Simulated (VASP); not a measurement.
# GaSb: relaxation of the atoms with PBEsol

GaSb:

```
Ga Sb
1.0
     0.00000    3.11736    3.11736
     3.11736    0.00000    3.11736
     3.11736    3.11736    0.00000
Ga Sb
1 1
Direct
  0.00000 0.00000 0.00000
  0.25000 0.25000 0.25000
```

The cell isn't the ideal one: a relaxed cell with its volume scaled by 1.06.

```yaml
Program: VASP 6.6.1
Task: relaxation of the atoms
Functional: PBEsol
Potentials_or_basis: VASP PAW PBE potentials, release 64 (Ga_d, Sb)
Cutoff: 600 eV
k_mesh: 10 × 10 × 10
Occupations: gaussian, width 0.03 eV
Spin: no spin polarisation
Further_INCAR_settings: ALGO = Normal; EDIFF = 1e-07; IBRION = 2; EDIFFG = -0.01; NSW = 40
```

```json
{
  "Pressure after relaxing": "-2.6 GPa",
  "Band gap on the k mesh": "none (metal or under the smearing width)"
}
```

Final structure:
```
Ga Sb
1.0
     0.00000    3.11736    3.11736
     3.11736    0.00000    3.11736
     3.11736    3.11736    0.00000
Ga Sb
1 1
Direct
  0.00000 0.00000 0.00000
  0.25000 0.25000 0.25000
```

Levels at points of the mesh, in eV from the Fermi level:
```tsv
k point	band 7	band 8	band 9	band 10	band 11	band 12
(0.00, 0.00, 0.00)	-0.41	-0.01	-0.01	-0.01	2.76	2.76
(0.50, 0.00, 0.00)	-6.14	-1.08	-1.08	0.23	3.70	3.70
(0.50, 0.50, 0.00)	-6.59	-2.40	-2.40	0.89	1.25	8.29
```

It took 19 s on 1 thread of AMD EPYC 9R45 96-Core Processor (Zen 5), on a shared host, peak memory 0.2 GiB.

Caveat: the relaxation stopped at its first step, so nothing moved; the PAW data sets were made with another functional, which shifts forces and pressure a little. Spin-orbit coupling is left out, which matters for the levels of Sb.
